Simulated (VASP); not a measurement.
A run of VASP 6.6.1 is set up as follows.

Contents of INCAR:

```
SYSTEM = KCl
PREC = Accurate
ENCUT = 600
EDIFF = 1E-6
ISMEAR = 0
SIGMA = 0.02
LREAL = .FALSE.
LASPH = .TRUE.
NELM = 100
ALGO = Normal
ISIF = 3
LWAVE = .FALSE.
LCHARG = .FALSE.
GGA = PE
IBRION = 2
NSW = 100
EDIFFG = -0.01
```

The input KPOINTS:

```
regular mesh
0
G
  6 6 6
  0 0 0
```

The input POSCAR:

```
KCl
1.0
    0.0000000000      3.1418712100      3.1418712100
    3.1418712100      0.0000000000      3.1418712100
    3.1418712100      3.1418712100      0.0000000000
K Cl
1 1
Direct
    0.0000000000      0.0000000000      0.0000000000
    0.5000000000      0.5000000000      0.5000000000
```

Potentials or basis: VASP PAW PBE potentials, release 64 (K_sv, Cl).

Run with:

```bash
$ cat potpaw_PBE.64/K_sv/POTCAR potpaw_PBE.64/Cl/POTCAR > POTCAR
$ mpirun -np 1 vasp_std > vasp.out
```

Problem. Estimate the relaxed cell.

Solution. a = 4.517 Å, b = 4.517 Å, c = 4.517 Å, α = 60.00°, β = 60.00°, γ = 60.00°.

Problem. Predict the relaxed volume.

Solution. 32.58 Å³/atom.

Problem. Predict the space group after relaxing (to 0.05 Å).

Solution. Fm-3m (No. 225).

Final structure:
```
K Cl
1.0
     0.00000    3.19376    3.19376
     3.19376    0.00000    3.19376
     3.19376    3.19376    0.00000
K Cl
1 1
Direct
  0.00000 0.00000 0.00000
  0.50000 0.50000 0.50000
```
